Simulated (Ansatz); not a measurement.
# Residual resistivity of an alloy: W(100) with 4 layers of random W-V, 2x2, part 2 of 2

Wanted: resistance against the alloy's length, first W(100) with 4 layers of random W-V, 2x2.

Ansatz 0.2.0; Ansatz plane-wave DFT, PBE, PAW files; ballistic transport by layer matching (Landauer), zero bias; PAW set soft_1.

So far. Step 3 (With 8 alloy layers): Over the solved energies the transmission per spin lies between 4.00 and 4.07, out of 5.32 channels of the lead on average (up to 5.78).

### 4. With 12 alloy layers

In 12 layers a share of 0.125 of the sites is given to V at random. A fresh draw is used; the growth of the resistance with length is what counts.

System of this step: W(100) with 12 layers of random W-V, 2x2. The cell holds 88 atoms: 82 W and 6 V. Its edges and angles: a = 6.330 Å, b = 6.330 Å, c = 34.813 Å, α = 90.0°, β = 90.0°, γ = 90.0°. It derives from W. Regions: lead, 40 atoms (40 W); scattering region, 48 atoms (42 W and 6 V). The structure is stacked along c, and the current runs across the ab planes.

input.yaml

```yaml
crystal:
  lattice:
    - [6.3296, 0.0, 0.0]
    - [0.0, 6.3296, 0.0]
    - [0.0, 0.0, 34.8128]
  atoms:
    - { symbol: W, position: [0.0, 0.0, 0.0227272727] }
    - { symbol: W, position: [0.0, 0.5, 0.0227272727] }
    - { symbol: W, position: [0.5, 0.0, 0.0227272727] }
    - { symbol: W, position: [0.5, 0.5, 0.0227272727] }
    - { symbol: W, position: [0.25, 0.25, 0.0681818182] }
    - { symbol: W, position: [0.25, 0.75, 0.0681818182] }
    - { symbol: W, position: [0.75, 0.25, 0.0681818182] }
    - { symbol: W, position: [0.75, 0.75, 0.0681818182] }
    - { symbol: W, position: [0.0, 0.0, 0.1136363636] }
    - { symbol: W, position: [0.0, 0.5, 0.1136363636] }
    - { symbol: W, position: [0.5, 0.0, 0.1136363636] }
    - { symbol: W, position: [0.5, 0.5, 0.1136363636] }
    - { symbol: W, position: [0.25, 0.25, 0.1590909091] }
    - { symbol: W, position: [0.25, 0.75, 0.1590909091] }
    - { symbol: W, position: [0.75, 0.25, 0.1590909091] }
    - { symbol: W, position: [0.75, 0.75, 0.1590909091] }
    - { symbol: W, position: [0.0, 0.0, 0.2045454545] }
    - { symbol: W, position: [0.0, 0.5, 0.2045454545] }
    - { symbol: W, position: [0.5, 0.0, 0.2045454545] }
    - { symbol: W, position: [0.5, 0.5, 0.2045454545] }
    - { symbol: W, position: [0.25, 0.25, 0.25] }
    - { symbol: W, position: [0.25, 0.75, 0.25] }
    - { symbol: W, position: [0.75, 0.25, 0.25] }
    - { symbol: W, position: [0.75, 0.75, 0.25] }
    - { symbol: W, position: [0.0, 0.0, 0.2954545455] }
    - { symbol: W, position: [0.0, 0.5, 0.2954545455] }
    - { symbol: W, position: [0.5, 0.0, 0.2954545455] }
    - { symbol: W, position: [0.5, 0.5, 0.2954545455] }
    - { symbol: W, position: [0.25, 0.25, 0.3409090909] }
    - { symbol: W, position: [0.25, 0.75, 0.3409090909] }
    - { symbol: W, position: [0.75, 0.25, 0.3409090909] }
    - { symbol: W, position: [0.75, 0.75, 0.3409090909] }
    - { symbol: W, position: [0.0, 0.0, 0.3863636364] }
    - { symbol: V, position: [0.0, 0.5, 0.3863636364] }
    - { symbol: W, position: [0.5, 0.0, 0.3863636364] }
    - { symbol: W, position: [0.5, 0.5, 0.3863636364] }
    - { symbol: W, position: [0.25, 0.25, 0.4318181818] }
    - { symbol: W, position: [0.25, 0.75, 0.4318181818] }
    - { symbol: W, position: [0.75, 0.25, 0.4318181818] }
    - { symbol: V, position: [0.75, 0.75, 0.4318181818] }
    - { symbol: W, position: [0.0, 0.0, 0.4772727273] }
    - { symbol: W, position: [0.0, 0.5, 0.4772727273] }
    - { symbol: V, position: [0.5, 0.0, 0.4772727273] }
    - { symbol: W, position: [0.5, 0.5, 0.4772727273] }
    - { symbol: W, position: [0.25, 0.25, 0.5227272727] }
    - { symbol: V, position: [0.25, 0.75, 0.5227272727] }
    - { symbol: W, position: [0.75, 0.25, 0.5227272727] }
    - { symbol: W, position: [0.75, 0.75, 0.5227272727] }
    - { symbol: W, position: [0.0, 0.0, 0.5681818182] }
    - { symbol: W, position: [0.0, 0.5, 0.5681818182] }
    - { symbol: V, position: [0.5, 0.0, 0.5681818182] }
    - { symbol: W, position: [0.5, 0.5, 0.5681818182] }
    - { symbol: W, position: [0.25, 0.25, 0.6136363636] }
    - { symbol: W, position: [0.25, 0.75, 0.6136363636] }
    - { symbol: W, position: [0.75, 0.25, 0.6136363636] }
    - { symbol: W, position: [0.75, 0.75, 0.6136363636] }
    - { symbol: W, position: [0.0, 0.0, 0.6590909091] }
    - { symbol: V, position: [0.0, 0.5, 0.6590909091] }
    - { symbol: W, position: [0.5, 0.0, 0.6590909091] }
    - { symbol: W, position: [0.5, 0.5, 0.6590909091] }
    - { symbol: W, position: [0.25, 0.25, 0.7045454545] }
    - { symbol: W, position: [0.25, 0.75, 0.7045454545] }
    - { symbol: W, position: [0.75, 0.25, 0.7045454545] }
    - { symbol: W, position: [0.75, 0.75, 0.7045454545] }
    - { symbol: W, position: [0.0, 0.0, 0.75] }
    - { symbol: W, position: [0.0, 0.5, 0.75] }
    - { symbol: W, position: [0.5, 0.0, 0.75] }
    - { symbol: W, position: [0.5, 0.5, 0.75] }
    - { symbol: W, position: [0.25, 0.25, 0.7954545455] }
    - { symbol: W, position: [0.25, 0.75, 0.7954545455] }
    - { symbol: W, position: [0.75, 0.25, 0.7954545455] }
    - { symbol: W, position: [0.75, 0.75, 0.7954545455] }
    - { symbol: W, position: [0.0, 0.0, 0.8409090909] }
    - { symbol: W, position: [0.0, 0.5, 0.8409090909] }
    - { symbol: W, position: [0.5, 0.0, 0.8409090909] }
    - { symbol: W, position: [0.5, 0.5, 0.8409090909] }
    - { symbol: W, position: [0.25, 0.25, 0.8863636364] }
    - { symbol: W, position: [0.25, 0.75, 0.8863636364] }
    - { symbol: W, position: [0.75, 0.25, 0.8863636364] }
    - { symbol: W, position: [0.75, 0.75, 0.8863636364] }
    - { symbol: W, position: [0.0, 0.0, 0.9318181818] }
    - { symbol: W, position: [0.0, 0.5, 0.9318181818] }
    - { symbol: W, position: [0.5, 0.0, 0.9318181818] }
    - { symbol: W, position: [0.5, 0.5, 0.9318181818] }
    - { symbol: W, position: [0.25, 0.25, 0.9772727273] }
    - { symbol: W, position: [0.25, 0.75, 0.9772727273] }
    - { symbol: W, position: [0.75, 0.25, 0.9772727273] }
    - { symbol: W, position: [0.75, 0.75, 0.9772727273] }
kpoints:
  mp_grid: { grid: [4, 4, 1] }
hamiltonian:
  xc: pbe
  pseudopotentials: { kind: paw, azcp: { folder: soft_1 } }
scf:
  occupations: { method: fermi_dirac, width: 0.1 }
output:
  transmission: { leads: [[0, 4]], kmesh: [8, 8], e_range: [-0.05, 0.05], de: 0.05 }
  write_potential: true
  write_density: true
  volumetric_format: npy
```

Started as:

```bash
$ ansatz run input.yaml --threads 4 --pin off --max-ram 15360MiB --backend cpu --events-out ev --progress --plain --runs-dir out
```

Numbers of over 12 decimals in the logs are rounded to 6 here.

The program printed:

```text
[...]
Crystal: 88 atoms, lattice volume = 1394.734 Å³
Basis set: ecut = 420 eV, 27305 PW (Γ)
Bands: 736, of which v1, the nominal top of the filled ones, is band 613 counted from 1 (612 counted from 0)
Symmetry: 1 space group operations
[...]
k-points: 10 of 16 (time reversal used)
[...]
SCF iter   1: F=—  HF=-869209.827075 eV  |F-HF|=—  |Δ(HF+E_count)|=         —  Δρ=2.14e-1  dr2=3.69e3  ethr=3.10e-3  ⟨swp⟩=4.2  Hψ=26897  notcnv=0  defer=43
[...]
SCF iter  12: F=-869122.269219 eV  HF=-869122.269219 eV  |F-HF|=4.53e-8  |Δ(HF+E_count)|=   1.28e-8  Δρ=4.76e-7  dr2=4.59e-8  ethr=8.16e-12  ⟨swp⟩=7.3  Hψ=16239  notcnv=0
SCF 1 converged in 12 iterations: F = -869122.269219 eV  dr2 = 4.59e-8
[...]
transmission: 182 of 1802 steps passed
transmission: 362 of 1802 steps passed
[...]
transmission: 1802 of 1802 steps passed
SCF converged after 12 iterations
Free energy (F): -869122.269219 eV
[...]
Internal energy: -869120.863424 eV  (E = F + TS)
E sigma→0 (E₀):  -869121.566321 eV
Entropy (-TS):   -1.405795 eV (-15.975 meV/atom)
Fermi energy:    21.768237 eV
[...]
--- Band table (eV; the first three rows and the last of 10) ---
  k-point 0: bands = [... 609 lower, 21.6818, 21.7031, 21.7249, 21.7514, 21.7536, 21.8053, 21.8208, 21.8323, ... 119 higher]
  k-point 1: bands = [... 609 lower, 21.7382, 21.7391, 21.7561, 21.7797, 21.7803, 21.7875, 21.8081, 21.8466, ... 119 higher]
  k-point 2: bands = [... 609 lower, 21.8807, 21.8838, 21.8844, 21.8853, 21.8877, 21.9304, 21.9663, 22.0191, ... 119 higher]
  k-point 9: bands = [... 609 lower, 20.6826, 20.7170, 20.7796, 21.2655, 21.2693, 21.3689, 21.3693, 22.0398, ... 119 higher]
--- Transmission ---
  basis      : 349 plane waves across, 53 finite elements along
  points     : 34, standing for a mesh of 8 x 8
[...]
channels       : 5.281250e0 a spin
[...]
slowest decay  : 0.0356 /Å at (0.5000, 0.5000)
  junction   : crystal 0 to crystal 0, 0.88 to 34.11 Å
    transmission   : 3.588179e0 a spin
[...]
```

Run time: 33 min. Hardware: 4 threads of Arm Neoverse V1, shared host; peak memory 8.4 GiB.

Numbers from this step:

```yaml
free_energy: -869122.2692 eV
energy_at_zero_smearing: -869121.5663 eV
fermi_energy: 21.77 eV
transmission_per_spin_nearest_the_fermi_level: 3.588
step_of_the_lead_s_potential: 1.2 meV
```

Per spin. The transmission, zone mean by energy, zero at the Fermi level:

```
energy (eV)  transmission, zone mean
    -0.0500                     3.46
     0.0000                     3.59
     0.0500                     3.55
```

Over the solved energies the transmission per spin lies between 3.46 and 3.59, out of 5.36 channels of the lead on average (up to 5.78).

### 5. Resistance against length

This step: Ansatz plane-wave DFT, PBE, PAW files; ballistic transport by layer matching (Landauer), zero bias; residual resistivity from the slope of the area resistance, atoms on the host's lattice; PAW set soft_1 (Ansatz 0.2.0).

This step gave:

| Quantity | Value |
| --- | --- |
| resistivity | 21.46 µΩ cm |
| intercept | 0.07400 fΩ m² |
| scatter about the fit | 0.02610 fΩ m² |

Resistance, by row:

```
run  length (Å)      T  channels N  RA (fΩ m²)
 n4        6.33  4.446       5.531      0.2283
 n8       12.66  4.039       5.323      0.3088
n12       18.99  3.532       5.365         0.5
```

The area resistance by length of the alloy:

```
length of the alloy (Å)  area resistance (fΩ m²)
                   6.33                    0.228
                  12.66                    0.309
                  18.99                    0.500
```

The area resistance goes from 0.23 to 0.50 fΩ m² between 6.3 and 19.0 Å, a slope of 21 µΩ cm.

By hand from the end points: (0.5000 − 0.2283) fΩ m² / (18.99 − 6.33) Å = 21 µΩ cm, since 1 fΩ m² per Å is 1000 µΩ cm.

### 6. Outcome

```
resistivity from the slope  : 21.5 µΩ cm
area resistance over 6.33 Å : 0.228 fΩ m²
area resistance over 12.7 Å : 0.309 fΩ m²
area resistance over 19.0 Å : 0.500 fΩ m²
```

In words: The slope gives 21 µΩ cm. The points scatter by 0.026 fΩ m² about the line, with one random draw a length in a 2x2 cell, so the slope is a rough value. The lead's own channel count moves between the runs (5.53, 5.32 and 5.36), which shifts RA and the slope too. Read with a model of isotropic scattering on a spherical Fermi surface and the lead's 1.1×10¹⁵ S/m², this slope means a mean free path near 35 Å; over these lengths the model's slope is 1.08 times its bulk resistivity, which would be 20 µΩ cm. The draw over the shortest length came out nearly ordered, with 32 symmetry operations, so that point is a poor sample of a random alloy. The atoms sit on the host's lattice, so scattering by size misfit is left out. Spin-orbit coupling is left out, which matters for W.

[Logs are printed without paths, hosts, clocks, repeated set-up lines and the standing remarks that a program may print on its own settings, such as how far it seeks lower states.]

[Hosts, paths, dates, database ids (printed as entryN), source tags and the programs' standing remarks are cut or masked in the printed files.]
